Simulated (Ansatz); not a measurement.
SnO2: the change of energy above lowest point and pressure with volume scale

Results calculated with Ansatz 0.2.0, not measured. Free energy against uniform scaling of the volume at fixed shape and fractions; periodic cell, basis, potentials, k mesh and filling as listed.

The cell before it is scaled or strained (space group P6_3/mmc, No. 194):
```
cell vectors (Å)
   3.2306     0.0000     0.0000
  -1.6153     2.7978     0.0000
   0.0000     0.0000    10.7906
atoms (fractions of the cell vectors)
Sn  0.00000  0.00000  0.50000
Sn  0.00000  0.00000  0.00000
O   0.66667  0.33333  0.40586
O   0.66667  0.33333  0.09414
O   0.33333  0.66667  0.59414
O   0.33333  0.66667  0.90586
```

Settings of every row: functional PBEsol; dispersion D4; potentials PAW; wave cutoff 500 eV; density cutoff 2000 eV; k mesh 12x12x2; k shift 0x0x0; occupations fixed; smearing width 0 eV; spin none.

Limits: the cell comes from a prototype or a list of computed structures and needn't be the stable phase.

```csv
row,volume scale,V (Å³/atom),energy above lowest point (meV/atom),pressure (GPa)
1,0.94,15.28,2.6,2.86
2,0.96,15.605,0,-0.25
3,0.98,15.93,3.4,-3.01
4,1,16.255,12,-5.46
5,1.02,16.58,25.3,-7.63
6,1.04,16.905,?,?
7,1.06,17.231,64,-11.25
```

Question: what energy above lowest point and pressure should row 6 give?

Worked fit of energy above lowest point. Take u = (V_r/V)^(2/3) − 1 with V_r = 16.093 Å³ an atom, which is twice the finite (Eulerian) strain; such expansions in the strain, on which the Birch-Murnaghan equation of state is built, carry the rest volume and the bulk modulus. The shown rows have u = 0.03516, 0.02074, 0.00681, -0.00666, -0.01968, -0.04453. Least squares give energy above lowest point = 7.08 − 642.9 × u + 14483 × u² + 4860 × u³ meV/atom; a parabola predicts inner rows, each left out in turn, worse (root mean square 0.097 against 0.033 meV/atom). All shown rows lie on it to the printed digit. Its lowest point lies at u = 0.0220, or V = 15.58 Å³ an atom, and the curvature there gives the bulk modulus at fixed shape and fractions, B = (4/9)(1 + u)² E″(u)/V = 141 GPa. Letting shape and atoms relax would as a rule lower it, by much in layered, chain or molecular crystals. The withheld row has u = -0.03228, so the fit gives 7.08 − 642.9 × (-0.03228) + 14483 × (-0.03228)² + 4860 × (-0.03228)³ = 42.8 meV/atom.

The calculation gave 42.8 meV/atom. The fit meets it to the printed digit.

Worked fit of pressure. Take u = (V_r/V)^(2/3) − 1 with V_r = 16.093 Å³ an atom, which is twice the finite (Eulerian) strain; such expansions in the strain, on which the Birch-Murnaghan equation of state is built, carry the rest volume and the bulk modulus. The shown rows have u = 0.03516, 0.02074, 0.00681, -0.00666, -0.01968, -0.04453. Least squares give pressure = −4.276 + 181.77 × u + 585.6 × u² + 467 × u³ GPa; a parabola predicts inner rows, each left out in turn, worse (root mean square 0.0092 against 0.00091 GPa). All shown rows lie on it to the printed digit. The pressure vanishes at u = 0.0219, or V = 15.58 Å³ an atom, and there the bulk modulus at fixed shape and fractions is B = −V dP/dV = (2/3)(1 + u) dP/du = 142 GPa. Letting shape and atoms relax would as a rule lower it, by much in layered, chain or molecular crystals. The withheld row has u = -0.03228, so the fit gives −4.276 + 181.77 × (-0.03228) + 585.6 × (-0.03228)² + 467 × (-0.03228)³ = -9.55 GPa.

The calculation gave -9.55 GPa. The fit meets it to the printed digit.
